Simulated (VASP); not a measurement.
The system is BN.

```
N B
1.0
     0.00000    3.49532    2.16609
     1.25163    0.00000    2.16609
     1.25163    3.49532    0.00000
N B
1 1
Cartesian
  1.2516 3.4953 2.8881
  1.2516 3.4953 0.0002
```

Measurements of this composition are mostly on another form, of space group No. 194.

```yaml
Program: VASP 6.6.1
Task: relaxation of cell and atoms
Functional: r2SCAN
Dispersion: D4
Potentials_or_basis: VASP PAW PBE potentials, release 64 (N, B)
Cutoff: 600 eV
k_mesh: 13 × 13 × 13
Occupations: gaussian, width 0.05 eV
Spin: no spin polarisation
```

At the start: pressure -1.0 GPa; volume 9.48 Å³/atom.

**Question.** Where does the relaxation end?

**Answer.** Over 10 steps the energy falls by 2.2 meV/atom and the volume is 8.99 Å³/atom (-5.2 %); space group Fmm2 (No. 42, to 0.05 Å).

Step by step:
| step | energy change (eV) | largest force (eV/Å) | pressure (GPa) | volume (Å³) |
| --- | --- | --- | --- | --- |
| 1 | 0.0000 | 0.0086 | -1.03 | 18.95 |
| 2 | -0.0003 | 0.0257 | 0.81 | 18.79 |
| 3 | -0.0004 | 0.0145 | 0.21 | 18.84 |
| 4 | -0.0009 | 0.0013 | 0.20 | 18.78 |
| 5 | -0.0022 | 0.0384 | 0.20 | 18.59 |
| 6 | -0.0039 | 0.1182 | 0.24 | 18.21 |
| 7 | -0.0017 | 0.2801 | 0.49 | 17.45 |
| 8 | -0.0041 | 0.1522 | 0.26 | 18.05 |
| 9 | -0.0045 | 0.0291 | 0.07 | 17.99 |
| 10 | -0.0045 | 0.0092 | 0.01 | 17.97 |

Final structure:
```
N B
1.0
     0.00000    3.32066    2.16291
     1.25107    0.00000    2.16291
     1.25107    3.32066    0.00000
N B
1 1
Direct
  0.66655 0.66655 0.33345
  0.00015 0.00015 0.99985
```

Caveat: the PAW data sets were made with another functional, which shifts forces and pressure a little.
